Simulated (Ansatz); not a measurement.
Here is an Ansatz 0.2.0 calculation.

input.yaml

```yaml
crystal:
  lattice:
    - [0.0, 1.9465, 1.9465]
    - [1.9465, 0.0, 1.9465]
    - [1.9465, 1.9465, 0.0]
  atoms:
    - { symbol: Pd, position: [0.0, 0.0, 0.0] }
hamiltonian:
  xc: pbe
  pseudopotentials: { kind: paw }
kpoints:
  mp_grid: { grid: [12, 12, 12] }
scf:
  occupations: { method: gaussian, width: 0.022 }
output:
  forces: true
  stress: true
  eigenvalues: true
```

Potentials or basis: Ansatz PAW.

The run is started by

```bash
$ ansatz run input.yaml --threads 2 --pin off --max-ram 5632MiB --backend cpu --events-out ev --progress --plain --runs-dir out
```

(1) Estimate the pressure.

(2) What does it give for the band gap on the k mesh?

## Answers

(1) 6.9 GPa.

(2) none (metal or under the smearing width).
